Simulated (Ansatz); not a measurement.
KCl (started from an entry of an open crystallographic database), relaxed with r2SCAN, was run in the PAW code Ansatz under altered settings. All numbers are computed, without spin polarisation but where a row says otherwise.

```
K Cl
1.0
     0.00000    3.14485    3.14485
     3.14485    0.00000    3.14485
     3.14485    3.14485    0.00000
K Cl
1 1
Direct
  0.00000 0.00000 0.00000
  0.50000 0.50000 0.50000
```

The base run's other keys:
```yaml
kpoints:
  mp_grid: { grid: [4, 4, 4] }
hamiltonian:
  xc: hse06
scf:
  occupations: { method: fixed }
  n_extra_bands: 4
```

It takes 10 iterations with 1243 plane waves at 420 eV and 8 k points, and leaves a mean stress of +0.48 GPa. The gap over this mesh is 6.505 eV.

Outcomes, with energy and stress as changes against the base:

| setting | outcome | ΔF (meV/atom) | Δ mean stress (GPa) | gap on the mesh (eV) | iterations |
| --- | --- | --- | --- | --- | --- |
| PBE hybrid, exx coeff 0.15, omega 0.2078 1/Å | converged | – | +0.1 | 5.976 | 8 |
| PBE hybrid, exx coeff -0.2, omega 0.5 1/Å | refused | – | – | – | – |
| PBE hybrid, exx coeff 1.0, omega 0.5 1/Å | converged | – | -0.9 | 8.005 | 15 |
| PBE hybrid, exx coeff 0.5, omega 0.1 1/Å | converged | – | -0.3 | 8.573 | 14 |
| scf.mixing.beta: 0.05 | converged | 0.0 | 0.0 | 6.505 | 13 |

A dash marks a value that wasn't obtained or can't be compared. Stress is positive in compression.

- PBE hybrid, exx coeff 0.15, omega 0.2078 1/Å. That is 15 % exact exchange, screened with ω = 0.2078 1/Å, against HSE06's 25 % screened at 0.208 1/Å. The mean stress moves by +0.1 GPa and the gap on the mesh by -0.529 eV (to 5.976). Totals of different functionals aren't comparable.
- PBE hybrid, exx coeff -0.2, omega 0.5 1/Å. The program doesn't start. Error: invalid value for `hamiltonian.xc.exx.coeff`: must be finite and in (0, 1]; got -0.2
- PBE hybrid, exx coeff 1.0, omega 0.5 1/Å. That is 100 % exact exchange, screened with ω = 0.5 1/Å, against HSE06's 25 % screened at 0.208 1/Å. The mean stress moves by -0.9 GPa and the gap on the mesh by +1.500 eV (to 8.005). Totals of different functionals aren't comparable.
- PBE hybrid, exx coeff 0.5, omega 0.1 1/Å. That is 50 % exact exchange, screened with ω = 0.1 1/Å, against HSE06's 25 % screened at 0.208 1/Å. The mean stress moves by -0.3 GPa and the gap on the mesh by +2.068 eV (to 8.573). Totals of different functionals aren't comparable. The program warns that on this mesh the truncation of the exchange isn't bounded, so part of the change can be an error of the mesh.

Within 1 meV an atom, 0.1 GPa and 0.005 eV of the base stay: scf.mixing.beta: 0.05.

The program warns that its thresholds are loose for a hybrid's stress.

The meshes of the hybrids are coarse, so their gaps aren't converged to the digits shown.
